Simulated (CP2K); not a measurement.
# InSe (Pm-3m) in CP2K: further runs

Aim: see how the results for InSe move with the level of theory and the settings. Levels: LDA, PBEsol, r2SCAN. Tasks: band structure.

Everything below comes from runs of CP2K 2026.2. Logs are shortened: lines on timing, memory, paths and dates and some standing lists are left out, and cuts for length are marked.

**1. The crystal as given**

The structure is cubic, space group Pm-3m (No. 221). The conventional cell has a = 3.632 Å, b = 3.632 Å, c = 3.632 Å, α = 90.00°, β = 90.00°, γ = 90.00°. In (site symmetry m-3m) has 8 Se at 3.15 Å as nearest neighbours. Se (site symmetry m-3m) has 8 In at 3.15 Å as nearest neighbours.

The cell was built by a generator and needn't be a form met in nature.

**2. Band structure, LDA**

inse_bands.inp

```
&GLOBAL
  PROJECT inse_bands
  RUN_TYPE ENERGY_FORCE
  PRINT_LEVEL LOW
&END GLOBAL
&FORCE_EVAL
  METHOD QS
  STRESS_TENSOR ANALYTICAL
  &DFT
    BASIS_SET_FILE_NAME BASIS_MOLOPT_UZH
    POTENTIAL_FILE_NAME GTH_POTENTIALS
    &MGRID
      CUTOFF 450
      REL_CUTOFF 60
      NGRIDS 4
    &END MGRID
    &QS
      METHOD GPW
      EPS_DEFAULT 1.0E-10
    &END QS
    &KPOINTS
      SCHEME MONKHORST-PACK 7 7 7
      GAMMA_CENTERED T
      SYMMETRY T
      SYMMETRY_BACKEND SPGLIB
    &END KPOINTS
    &SCF
      SCF_GUESS ATOMIC
      EPS_SCF 1.0E-6
      MAX_SCF 100
      ADDED_MOS 10
      CHOLESKY OFF
      EPS_EIGVAL 1.0E-7
      &DIAGONALIZATION ON
        ALGORITHM STANDARD
      &END DIAGONALIZATION
      &MIXING ON
        METHOD BROYDEN_MIXING
        ALPHA 0.4
        BETA 1.5
        NBUFFER 8
      &END MIXING
      &SMEAR ON
        METHOD FERMI_DIRAC
        ELECTRONIC_TEMPERATURE [K] 300.557
      &END SMEAR
    &END SCF
    &XC
      &XC_FUNCTIONAL
        &LDA_X
        &END LDA_X
        &LDA_C_PW
        &END LDA_C_PW
      &END XC_FUNCTIONAL
    &END XC
    &PRINT
      &KPOINTS ON
      &END KPOINTS
      &MULLIKEN ON
      &END MULLIKEN
      &MO ON
        ENERGIES T
        OCCUPATION_NUMBERS T
        &EACH
          QS_SCF 0
        &END EACH
        ADD_LAST NUMERIC
      &END MO
      &BAND_STRUCTURE
        FILE_NAME bands.bs
        ADDED_MOS 6
        &KPOINT_SET
          UNITS B_VECTOR
          NPOINTS 10
          SPECIAL_POINT GAMMA 0.00000000 0.00000000 0.00000000
          SPECIAL_POINT X 0.00000000 0.50000000 0.00000000
          SPECIAL_POINT M 0.50000000 0.50000000 0.00000000
          SPECIAL_POINT GAMMA 0.00000000 0.00000000 0.00000000
          SPECIAL_POINT R 0.50000000 0.50000000 0.50000000
          SPECIAL_POINT X 0.00000000 0.50000000 0.00000000
        &END KPOINT_SET
        &KPOINT_SET
          UNITS B_VECTOR
          NPOINTS 10
          SPECIAL_POINT M 0.50000000 0.50000000 0.00000000
          SPECIAL_POINT R 0.50000000 0.50000000 0.50000000
        &END KPOINT_SET
      &END BAND_STRUCTURE
    &END PRINT
  &END DFT
  &SUBSYS
    &CELL
      A 3.6320400000 0.0000000000 0.0000000000
      B 0.0000000000 3.6320400000 0.0000000000
      C 0.0000000000 0.0000000000 3.6320400000
      PERIODIC XYZ
    &END CELL
    &COORD
      In  1.8160200000 1.8160200000 1.8160200000
      Se  0.0000000000 0.0000000000 0.0000000000
    &END COORD
    &KIND In
      BASIS_SET TZVP-MOLOPT-PBE-GTH-q13
      POTENTIAL GTH-PADE-q13
    &END KIND
    &KIND Se
      BASIS_SET TZVP-MOLOPT-PBE-GTH-q6
      POTENTIAL GTH-PADE-q6
    &END KIND
    &PRINT
      &ATOMIC_COORDINATES ON
      &END ATOMIC_COORDINATES
      &CELL ON
      &END CELL
    &END PRINT
  &END SUBSYS
  &PRINT
    &FORCES ON
    &END FORCES
    &STRESS_TENSOR ON
    &END STRESS_TENSOR
  &END PRINT
&END FORCE_EVAL
```

Potentials or basis: GTH_POTENTIALS In GTH-PADE-q13, Se GTH-PADE-q6; TZVP-MOLOPT-PBE-GTH basis.

Command:

```bash
$ OMP_NUM_THREADS=1 cp2k.psmp -i inse_bands.inp -o inse_bands.out
```

inse_bands.out:

```text

 CP2K| version string:                                       CP2K version 2026.2
 CP2K| Input file name                                            inse_bands.inp

 GLOBAL| Force Environment number                                              1
 GLOBAL| Basis set file name                                    BASIS_MOLOPT_UZH
 GLOBAL| Potential file name                                      GTH_POTENTIALS
 GLOBAL| MM Potential file name                                     MM_POTENTIAL
 GLOBAL| Coordinate file name                                      __STD_INPUT__
 GLOBAL| Method name                                                        CP2K
 GLOBAL| Project name                                                 inse_bands
 GLOBAL| Run type                                                   ENERGY_FORCE
 GLOBAL| FFT library                                                       FFTW3
 GLOBAL| Diagonalization library                                       ScaLAPACK
 GLOBAL| Cholesky decomposition library                                ScaLAPACK
 GLOBAL| DGEMM library                                                      BLAS
 GLOBAL| Direct generalized diagonalization requested                          F
 GLOBAL| Matrix multiplication library                                 ScaLAPACK
 GLOBAL| Global print level                                                  LOW
 GLOBAL| Total number of message passing processes                             1
 GLOBAL| Number of threads for this process                                    1
 GLOBAL| CPU model name                                                  UNKNOWN

 CELL| Volume [angstrom^3]:                                            47.912835
 CELL| Vector a [angstrom]:       3.632     0.000     0.000   |a| =     3.632040
 CELL| Vector b [angstrom]:       0.000     3.632     0.000   |b| =     3.632040
 CELL| Vector c [angstrom]:       0.000     0.000     3.632   |c| =     3.632040
 CELL| Angle (b,c), alpha [degree]:                                    90.000000
 CELL| Angle (a,c), beta  [degree]:                                    90.000000
 CELL| Angle (a,b), gamma [degree]:                                    90.000000
 CELL| Numerically orthorhombic:                                             YES
 CELL| Periodicity                                                           XYZ

 CELL_REF| Volume [angstrom^3]:                                        47.912835
 CELL_REF| Vector a [angstrom     3.632     0.000     0.000   |a| =     3.632040
 CELL_REF| Vector b [angstrom     0.000     3.632     0.000   |b| =     3.632040
 CELL_REF| Vector c [angstrom     0.000     0.000     3.632   |c| =     3.632040
 CELL_REF| Angle (b,c), alpha [degree]:                                90.000000
 CELL_REF| Angle (a,c), beta  [degree]:                                90.000000
 CELL_REF| Angle (a,b), gamma [degree]:                                90.000000
 CELL_REF| Numerically orthorhombic:                                         YES
 CELL_REF| Periodicity                                                       XYZ

[... 8 lines left out ...]
 TOTAL NUMBERS AND MAXIMUM NUMBERS

  Total number of            - Atomic kinds:                                   2
                             - Atoms:                                          2
                             - Shell sets:                                     2
                             - Shells:                                        17
                             - Primitive Cartesian functions:                 10
                             - Cartesian basis functions:                     58
                             - Spherical basis functions:                     51

  Maximum angular momentum of- Orbital basis functions:                        3
                             - Local part of the GTH pseudopotential:          0
                             - Non-local part of the GTH pseudopotential:      4

 MODULE QUICKSTEP: ATOMIC COORDINATES IN ANGSTROM

   Atom Kind Element         X             Y             Z       Z(eff)     Mass
      1    1 In   49      1.816020      1.816020      1.816020  13.0000 114.8180
      2    2 Se   34      0.000000      0.000000      0.000000   6.0000  78.9600

 SCF PARAMETERS         Density guess:                                    ATOMIC
                        --------------------------------------------------------
                        max_scf:                                             100
[... 7 lines left out ...]
                        --------------------------------------------------------
                        level_shift [a.u.]:                             0.000000
                        added MOs                                        10    0
                        --------------------------------------------------------
                        Mixing method:                            BROYDEN_MIXING
[... 32 lines left out ...]
 MO|      1              -0.316725              -8.618532               2.000000
 MO|      2              -0.315854              -8.594836               2.000000
 MO|      3              -0.315854              -8.594836               2.000000
 MO|      4              -0.308761              -8.401806               2.000000
 MO|      5              -0.308761              -8.401806               2.000000
 MO|      6              -0.220089              -5.988928               2.000000
[... 12 lines left out ...]
 MO|     19               0.927521              25.239140               0.000000
 MO|     20               0.949915              25.848510               0.000000
 MO| Sum:                                                              20.000000
 MO| E(Fermi):            0.206073 a.u.          5.607541 eV
 MO| Band gap:            0.086012 a.u.          2.340496 eV

 MO| EIGENVALUES AND OCCUPATION NUMBERS FOR K POINT 2
 MO|
 MO|  Index      Eigenvalue [a.u.]        Eigenvalue [eV]             Occupation
 MO|      1              -0.318529              -8.667622               2.000000
 MO|      2              -0.314850              -8.567504               2.000000
 MO|      3              -0.314709              -8.563675               2.000000
 MO|      4              -0.310817              -8.457774               2.000000
 MO|      5              -0.308806              -8.403031               2.000000
 MO|      6              -0.223222              -6.074171               2.000000
[... 12 lines left out ...]
 MO|     19               0.905672              24.644579               0.000000
 MO|     20               0.946957              25.768020               0.000000
 MO| Sum:                                                              20.000000
 MO| E(Fermi):            0.206073 a.u.          5.607541 eV
 MO| Band gap:            0.134569 a.u.          3.661815 eV

 MO| EIGENVALUES AND OCCUPATION NUMBERS FOR K POINT 3
 MO|
 MO|  Index      Eigenvalue [a.u.]        Eigenvalue [eV]             Occupation
 MO|      1              -0.321013              -8.735196               2.000000
 MO|      2              -0.313413              -8.528403               2.000000
 MO|      3              -0.313278              -8.524716               2.000000
 MO|      4              -0.313249              -8.523933               2.000000
 MO|      5              -0.308866              -8.404661               2.000000
 MO|      6              -0.226729              -6.169621               2.000000
[... 298 lines left out ...]
 MO|     19               0.810325              22.050062               0.000000
 MO|     20               0.814774              22.171133               0.000000
 MO| Sum:                                                              18.000000
 MO| E(Fermi):            0.206073 a.u.          5.607541 eV

 [... the levels of further k-points ...]

 !-----------------------------------------------------------------------------!
                     Mulliken Population Analysis

 #  Atom  Element  Kind  Atomic population                           Net charge
       1     In       1         13.361982                             -0.361982
       2     Se       2          5.638018                              0.361982
 # Total charge                             19.000000                  0.000000

 !-----------------------------------------------------------------------------!

 KPOINTS| Band Structure Calculation
 KPOINTS| Number of k-point sets                                               2
 KPOINTS| Number of added MOs/bands                                            6
 KPOINTS| Number of k-points in set    1                                      51
 KPOINTS| In units of b-vector [2pi/Bohr]
 KPOINTS| Special point     1       GAMMA     0.000000     0.000000     0.000000
 KPOINTS| Special point     2           X     0.000000     0.500000     0.000000
 KPOINTS| Special point     3           M     0.500000     0.500000     0.000000
 KPOINTS| Special point     4       GAMMA     0.000000     0.000000     0.000000
 KPOINTS| Special point     5           R     0.500000     0.500000     0.500000
 KPOINTS| Special point     6           X     0.000000     0.500000     0.000000
 KPOINTS| Number of k-points in set    2                                      11
 KPOINTS| In units of b-vector [2pi/Bohr]
 KPOINTS| Special point     1           M     0.500000     0.500000     0.000000
 KPOINTS| Special point     2           R     0.500000     0.500000     0.500000

 ENERGY| Total FORCE_EVAL ( QS ) energy [hartree]            -65.885179933862830

 FORCES| Atomic forces [hartree/bohr]
 FORCES|   Atom     x               y               z               |f|
 FORCES|      1  3.61102143E-11  3.61037633E-11  3.61156806E-11   6.25441579E-11
 FORCES|      2  4.93477277E-12  4.93916674E-12  4.93398747E-12   8.54936154E-12
 FORCES| Sum     4.10449871E-11  4.10429300E-11  4.10496681E-11
 FORCES| Total atomic force                                       7.10935182E-11

 STRESS| Analytical stress tensor [bar]
 STRESS|                        x                   y                   z
 STRESS|      x       -4.56586383962E+04   7.68743163400E-05   8.13126119758E-05
 STRESS|      y        7.68743163400E-05  -4.56586528381E+04   7.25127148836E-05
 STRESS|      z        8.13126119758E-05   7.25127148836E-05  -4.56585920770E+04
 STRESS| 1/3 Trace                                            -4.56586277704E+04
 STRESS| Determinant                                          -9.51850111348E+13

 STRESS| Eigenvectors and eigenvalues of the analytical stress tensor [bar]
 STRESS|                        1                   2                   3
 STRESS| Eigenvalues  -4.56586528386E+04  -4.56586383960E+04  -4.56585920768E+04
 STRESS|      x          -0.005324889200      0.999984278322      0.001757459234
 STRESS|      y           0.999985119071      0.005322792383      0.001195624524
 STRESS|      z          -0.001186251137     -0.001763799650      0.999997740907
```

Run time: 32 s. Hardware: 1 thread of Arm Neoverse V2, shared host; peak memory 0.3 GiB.

What came out:

```
Free energy            : -1792.8269 eV
Pressure               : -4.6 GPa
Band gap on the k mesh : none (metal or under the smearing width)
Mulliken charges       : In -0.36; Se +0.36 e
```

Levels at the corners of the path, in eV from the Fermi level:
| point | band 8 | band 9 | band 10 | band 11 | band 12 | band 13 |
| --- | --- | --- | --- | --- | --- | --- |
| Γ | -1.40 | -1.40 | -1.40 | 5.52 | 5.52 | 8.17 |
| X | -0.25 | -0.25 | 1.29 | 2.01 | 4.97 | 4.97 |
| M | -4.51 | -3.67 | 0.06 | 5.61 | 5.61 | 7.31 |
| Γ | -1.40 | -1.40 | -1.40 | 5.52 | 5.52 | 8.17 |
| R | -2.61 | -2.61 | -1.45 | 0.28 | 0.28 | 0.28 |
| X | -0.25 | -0.25 | 1.29 | 2.01 | 4.97 | 4.97 |
| M | -4.51 | -3.67 | 0.06 | 5.61 | 5.61 | 7.31 |
| R | -2.61 | -2.61 | -1.45 | 0.28 | 0.28 | 0.28 |

Caveat: Mulliken charges move with the basis; spin-orbit coupling is left out, which moves the levels of the heavy elements; the basis of atomic orbitals isn't converged, which shifts pressures, moduli and gaps.

**3. Band structure, PBEsol**

Changes to inse_bands.inp since step 2:

```diff
@@ -10,3 +10,3 @@
     BASIS_SET_FILE_NAME BASIS_MOLOPT_UZH
-    POTENTIAL_FILE_NAME GTH_POTENTIALS
+    POTENTIAL_FILE_NAME POTENTIAL_UZH
     &MGRID
@@ -44,3 +44,3 @@
         METHOD FERMI_DIRAC
-        ELECTRONIC_TEMPERATURE [K] 300.557
+        ELECTRONIC_TEMPERATURE 580.23
       &END SMEAR
@@ -49,6 +49,6 @@
       &XC_FUNCTIONAL
-        &LDA_X
-        &END LDA_X
-        &LDA_C_PW
-        &END LDA_C_PW
+        &GGA_X_PBE_SOL
+        &END GGA_X_PBE_SOL
+        &GGA_C_PBE_SOL
+        &END GGA_C_PBE_SOL
       &END XC_FUNCTIONAL
@@ -73,3 +73,3 @@
           UNITS B_VECTOR
-          NPOINTS 10
+          NPOINTS 8
           SPECIAL_POINT GAMMA 0.00000000 0.00000000 0.00000000
@@ -83,3 +83,3 @@
           UNITS B_VECTOR
-          NPOINTS 10
+          NPOINTS 8
           SPECIAL_POINT M 0.50000000 0.50000000 0.00000000
@@ -103,3 +103,3 @@
       BASIS_SET TZVP-MOLOPT-PBE-GTH-q13
-      POTENTIAL GTH-PADE-q13
+      POTENTIAL GTH-PBE-q13
     &END KIND
@@ -107,3 +107,3 @@
       BASIS_SET TZVP-MOLOPT-PBE-GTH-q6
-      POTENTIAL GTH-PADE-q6
+      POTENTIAL GTH-PBE-q6
     &END KIND
```

Potentials or basis: POTENTIAL_UZH In GTH-PBE-q13, Se GTH-PBE-q6; TZVP-MOLOPT-PBE-GTH basis.

Command:

```bash
$ OMP_NUM_THREADS=1 cp2k.psmp -i inse_bands.inp -o inse_bands.out
```

Wall time 32 s (1 thread of Arm Neoverse V2, shared host); peak memory 0.3 GiB.

Results (log left out):

```yaml
Free_energy: -1786.4117 eV
Pressure: -2.5 GPa
Band_gap_on_the_k_mesh: none (metal or under the smearing width)
Mulliken_charges: In -0.09; Se +0.09 e
```

Levels at the corners of the path, in eV from the Fermi level:
```tsv
point	band 6	band 7	band 8	band 9	band 10	band 11	band 12	band 13	band 14	band 15
Γ	-13.50	-3.59	-1.43	-1.43	-1.43	5.35	5.35	8.26	8.26	8.26
X	-12.61	-6.99	-0.27	-0.27	1.26	2.10	4.96	4.96	8.13	9.26
M	-11.65	-4.59	-4.59	-3.62	0.05	5.62	5.62	7.31	7.37	9.83
Γ	-13.50	-3.59	-1.43	-1.43	-1.43	5.35	5.35	8.26	8.26	8.26
R	-11.49	-2.68	-2.68	-2.68	-1.31	0.22	0.22	0.22	15.69	15.69
X	-12.61	-6.99	-0.27	-0.27	1.26	2.10	4.96	4.96	8.13	9.26
M	-11.65	-4.59	-4.59	-3.62	0.05	5.62	5.62	7.31	7.37	9.83
R	-11.49	-2.68	-2.68	-2.68	-1.31	0.22	0.22	0.22	15.69	15.69
```

Caveat: Mulliken charges move with the basis; the potentials were made for another functional, which shifts forces and pressure; spin-orbit coupling is left out, which moves the levels of the heavy elements; the basis of atomic orbitals isn't converged, which shifts pressures, moduli and gaps.

**4. Band structure, r2SCAN**

Changes to inse_bands.inp since step 3:

```diff
@@ -12,3 +12,3 @@
     &MGRID
-      CUTOFF 450
+      CUTOFF 675
       REL_CUTOFF 60
@@ -44,3 +44,3 @@
         METHOD FERMI_DIRAC
-        ELECTRONIC_TEMPERATURE 580.23
+        ELECTRONIC_TEMPERATURE [K] 1160.452
       &END SMEAR
@@ -49,6 +49,6 @@
       &XC_FUNCTIONAL
-        &GGA_X_PBE_SOL
-        &END GGA_X_PBE_SOL
-        &GGA_C_PBE_SOL
-        &END GGA_C_PBE_SOL
+        &MGGA_X_R2SCAN
+        &END MGGA_X_R2SCAN
+        &MGGA_C_R2SCAN
+        &END MGGA_C_R2SCAN
       &END XC_FUNCTIONAL
@@ -70,3 +70,3 @@
         FILE_NAME bands.bs
-        ADDED_MOS 6
+        ADDED_MOS 2
         &KPOINT_SET
@@ -102,8 +102,8 @@
     &KIND In
-      BASIS_SET TZVP-MOLOPT-PBE-GTH-q13
-      POTENTIAL GTH-PBE-q13
+      BASIS_SET TZVP-MOLOPT-SCAN-GTH-q13
+      POTENTIAL GTH-SCAN-q13
     &END KIND
     &KIND Se
-      BASIS_SET TZVP-MOLOPT-PBE-GTH-q6
-      POTENTIAL GTH-PBE-q6
+      BASIS_SET TZVP-MOLOPT-SCAN-GTH-q6
+      POTENTIAL GTH-SCAN-q6
     &END KIND
```

Potentials or basis: POTENTIAL_UZH In GTH-SCAN-q13, Se GTH-SCAN-q6; TZVP-MOLOPT-SCAN-GTH basis.

Command:

```bash
$ OMP_NUM_THREADS=1 cp2k.psmp -i inse_bands.inp -o inse_bands.out
```

It took 92 s on 1 thread of Arm Neoverse V2, shared host; peak memory 0.36 GiB.

It converged, with:

```
Free energy            : -1779.4238 eV
Pressure               : -1.2 GPa
Band gap on the k mesh : none (metal or under the smearing width)
Mulliken charges       : In +0.26; Se -0.26 e
```

Levels at the corners of the path, in eV from the Fermi level:
```csv
point,band 8,band 9,band 10,band 11,band 12,band 13
Γ,-1.53,-1.53,-1.53,6.03,6.03,8.68
X,-0.38,-0.38,1.74,2.24,5.32,5.32
M,-4.64,-3.49,-0.06,6.05,6.05,7.75
Γ,-1.53,-1.53,-1.53,6.03,6.03,8.68
R,-2.75,-2.75,-1.18,0.55,0.55,0.55
X,-0.38,-0.38,1.74,2.24,5.32,5.32
M,-4.64,-3.49,-0.06,6.05,6.05,7.75
R,-2.75,-2.75,-1.18,0.55,0.55,0.55
```

Caveat: Mulliken charges move with the basis; spin-orbit coupling is left out, which moves the levels of the heavy elements; the basis of atomic orbitals isn't converged, which shifts pressures, moduli and gaps.

**5. Overview**

| level | potentials or basis | smearing | points a segment of the path (NPOINTS) | bands added on the path | CUTOFF of the grids | gap on the mesh (eV) | pressure (GPa) |
| --- | --- | --- | --- | --- | --- | --- | --- |
| LDA | GTH_POTENTIALS In GTH-PADE-q13, Se GTH-PADE-q6; TZVP-MOLOPT-PBE-GTH basis | fermi-dirac 0.0259 eV | 10 | 6 | 450 Ry | none | -4.6 |
| PBEsol | POTENTIAL_UZH In GTH-PBE-q13, Se GTH-PBE-q6; TZVP-MOLOPT-PBE-GTH basis | fermi-dirac 0.05 eV | 8 | 6 | 450 Ry | none | -2.5 |
| r2SCAN | POTENTIAL_UZH In GTH-SCAN-q13, Se GTH-SCAN-q6; TZVP-MOLOPT-SCAN-GTH basis | fermi-dirac 0.1 eV | 8 | 2 | 675 Ry | none | -1.2 |

Alike in all rows: task band structure; no spin polarisation; cell as given; k mesh 7 × 7 × 7.

Caveats: spin-orbit coupling is left out, which moves the levels of the heavy elements; the basis of atomic orbitals isn't converged, which shifts pressures, moduli and gaps; the potentials were made for another functional, which shifts forces and pressure (some runs).

Absolute energies hang on the potentials; compare differences alone.
